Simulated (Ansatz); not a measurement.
# CdI2: the cost of one run

Method: DFT PBEsol, scalar-relativistic, plane waves, PAW, in Ansatz 0.2.0.

## Step 1: The starting structure

The structure is trigonal, space group P-3m1 (No. 164). Conventional cell: a = 4.244 Å, b = 4.244 Å, c = 6.859 Å, α = 90.00°, β = 90.00°, γ = 120.00°. Cd (site symmetry -3m) is surrounded by 6 I at 2.99 Å. I (site symmetry 3m) is surrounded by 3 Cd at 2.99 Å.

As a file:

```
CELL_PARAMETERS angstrom
4.24400 0.00000 0.00000
-2.12200 3.67541 0.00000
0.00000 0.00000 6.85900
ATOMIC_POSITIONS crystal
Cd 0.00000 0.00000 0.00000
I 0.33333 0.66667 0.24920
I 0.66667 0.33333 0.75080
```

Source of the structure: the Crystallography Open Database.

(A quick probe on a coarse mesh, which set the mesh and smearing, is not shown.)

## Step 3: Relaxing cell and atoms

input.yaml

```yaml
crystal:
  lattice:
    - [4.2439992147, 0.0, 0.0]
    - [-2.1219996073, 3.6754111335, 0.0]
    - [0.0, 0.0, 6.859]
  atoms:
    - { symbol: Cd, position: [0.0, 0.0, 0.0] }
    - { symbol: I, position: [0.3333333333, 0.6666666667, 0.2492] }
    - { symbol: I, position: [0.6666666667, 0.3333333333, 0.7508] }
basis:
  ecutwfc: 420
kpoints:
  mp_grid: { grid: [6, 6, 4] }
hamiltonian:
  xc: pbesol
scf:
  occupations: { method: gaussian, width: 0.02 }
output:
  forces: true
  stress: true
  eigenvalues: true
  write_density: true
  write_potential: true
  elf: true
  volumetric_format: npy
relax:
  adjacent_minimum: "off"
  f_tol: 0.005
  max_steps: 80
  cell: { stress_tol: 0.05 }
```

On the command line:

```
> ansatz run input.yaml --threads 4 --pin off --max-ram 9216MiB --backend cpu --events-out ev --progress --plain --runs-dir out
```

What time and memory should one allow on 4 threads of Arm Neoverse V1, shared host?

About 11 s, with a peak of 0.47 GiB.
